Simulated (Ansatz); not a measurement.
# Relaxing Se (trigonal)

**The experiment.** The Crystallography Open Database holds a cell as deposited of trigonal Se (space group P3_121), temperature not stated (1969): a, c = 4.300, 4.890 Å, 26.10 Å³/atom.

Computed with Ansatz (plane waves, PAW, 420 eV cutoff): PBE, scalar-relativistic, no spin polarisation, 12×12×8 k-mesh, Gaussian smearing of 0.05 eV. The datasets are Ansatz's generated set soft_2.

Starting cell, 4 % over the database's volume:

```
CELL_PARAMETERS angstrom
4.36620 0.00000 0.00000
-2.18310 3.78124 0.00000
0.00000 0.00000 4.95360
ATOMIC_POSITIONS crystal
Se 0.22540 0.00000 0.83333
Se 0.00000 0.22540 0.16667
Se 0.77460 0.77460 0.50000
```

The runs in order:

```
run  level   k-mesh                    kind  V (Å³/atom)  P (GPa)  E − E(final) (meV/atom)  gap on the mesh (eV)
  1    PBE  12×12×8  cell and atoms relaxed        29.79      0.0                      0.0                  1.03
  2    PBE  12×12×8  cell and atoms relaxed        29.79      0.0                      0.0                  1.03
```

Cell and atoms are those of this level's equilibrium.

The final structure (symmetry read at 0.01 Å). It takes space group P3_121 (No. 152, trigonal). Conventional cell: a = 4.523 Å, b = 4.523 Å, c = 5.045 Å, α = 90.00°, β = 90.00°, γ = 120.00°. Se (site symmetry 2) has 2 Se at 2.40 Å as nearest neighbours. (Neighbours are counted to 15 % beyond the shortest distance.)

At the final geometry the gap, band path included, is 1.03 eV. The runs in the table took roughly 2.7 core-minutes.

**Reading the result.**

Within 0.6 eV of the edges the projected states are 97 % Se 4p at the top of the valence band and 93 % Se 4p at the bottom of the conduction band. 

**Against experiment.** PBE gives 4.523, 5.045 Å and 29.79 Å³/atom, +14.1 % in volume (+4.5 % in length) from the database's cell. The axes miss by +5.2 %, +3.2 %. Without a dispersion term the weakly bound parts drift apart.

Kohn–Sham gaps of semilocal functionals lie under measured ones, often by a third or more. The structure is built of weakly bound chains, and this functional has no dispersion term, so their spacing and all that hangs on it (volume, the soft elastic constants, low modes, dielectric constants) are poorly given.
